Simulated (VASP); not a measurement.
Wanted: the native input for a VASP 6.6.1 run.

```yaml
Task: single point
Functional: PBE
Dispersion: D2
Potentials_or_basis: VASP PAW PBE potentials, release 64 (C)
Cutoff: 520 eV
k_mesh: 16 × 16 × 4
Occupations: fermi-dirac, width 0.05 eV
Spin: no spin polarisation
Further_INCAR_settings: ALGO = Fast; EDIFF = 1e-06; NBANDS = 16
```

The structure of C lies in POSCAR:

```
C
1.0
    2.4610000000      0.0000000000      0.0000000000
   -1.2305000000      2.1312885187      0.0000000000
    0.0000000000      0.0000000000      6.4396800000
C
4
Direct
    0.0000000000      0.0000000000      0.2500000000
    0.3333333333      0.6666666667      0.2500000000
    0.0000000000      0.0000000000      0.7500000000
    0.6666666667      0.3333333333      0.7500000000
```

The cell was built by a generator and needn't be a form met in nature.

The input as run:

INCAR

```
  PREC = Accurate
  ENCUT = 520
  EDIFF = 1E-6
  ISMEAR = -1
  SIGMA = 0.05
  LREAL = False
  LASPH = True
  NELM = 100
  ALGO = Fast
  ISIF = 2
  LWAVE = False
  LCHARG = False
  GGA = PE
  IVDW = 1
  NBANDS = 16
```

KPOINTS

```
regular mesh
0
Gamma
  16 16 4
```

Potentials or basis: VASP PAW PBE potentials, release 64 (C).

Run with:

```bash
$ cat potpaw_PBE.64/C/POTCAR > POTCAR
$ mpirun -np 1 vasp_std > vasp.out
```

Results of the run:

```
Pressure                   : 0.9 GPa
Band gap on the k mesh     : 0.43 eV, direct
Dispersion energy per atom : -0.135 eV
```

Wall time 39 s on 1 thread of Intel(R) Xeon(R) Platinum 8259CL CPU @ 2.50GHz (Skylake/Cascade Lake), on a shared host, peak memory 0.15 GiB.
